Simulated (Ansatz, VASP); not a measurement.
KF in VASP and in Ansatz

Contents of INCAR:

```
PREC = Accurate ; ENCUT = 520
EDIFF = 1E-7 ; ISMEAR = 0
SIGMA = 0.05 ; LREAL = False
LASPH = True ; NELM = 80
ALGO = Normal ; ISIF = 2
LWAVE = False ; LCHARG = False
GGA = PE ; NBANDS = 15
```

File KPOINTS:

```
regular mesh
0
Gamma
  8 8 8
```

The input POSCAR:

```
KF
1.0
    0.0000000000      2.6735000000      2.6735000000
    2.6735000000      0.0000000000      2.6735000000
    2.6735000000      2.6735000000      0.0000000000
K F
1 1
Direct
    0.0000000000      0.0000000000      0.0000000000
    0.5000000000      0.5000000000      0.5000000000
```

Input for Ansatz:

```yaml
crystal:
  lattice:
    - [0.0, 2.6735, 2.6735]
    - [2.6735, 0.0, 2.6735]
    - [2.6735, 2.6735, 0.0]
  atoms:
    - { symbol: K, position: [0.0, 0.0, 0.0] }
    - { symbol: F, position: [0.5, 0.5, 0.5] }
basis:
  ecutwfc: 420
kpoints:
  mp_grid: { grid: [8, 8, 8] }
hamiltonian:
  xc: pbe
scf:
  occupations: { method: gaussian, width: 0.05 }
output:
  forces: true
  stress: true
  eigenvalues: true
  write_density: true
  write_potential: true
  elf: true
  volumetric_format: npy
```

Alike in both runs: task single point; functional PBE; k mesh 8 × 8 × 8; occupations gaussian, width 0.05 eV; no spin polarisation.

|  | VASP | Ansatz |
| --- | --- | --- |
| version | VASP 6.6.1 | Ansatz 0.2.0 |
| potentials or method | VASP PAW PBE potentials, release 64 (K_sv, F) | scalar-relativistic, plane waves, PAW |
| plane-wave cutoff (eV) | 520 | 420 |
| valence electrons in the cell | 16 | 16 |

```tsv
	VASP	Ansatz	Ansatz less VASP
gap on the k mesh at the Fermi level (eV)	6.16	6.17	+0.015
least direct gap on the mesh (eV)	6.16	6.17	+0.015
pressure (GPa)	1.4	1.3	-0.04
```

The functional is the same, so the differences come from potentials, cutoffs and numerics.

A k mesh can miss the band edges. Expect the measured gap to be larger: semilocal functionals such as PBE lack the derivative discontinuity.
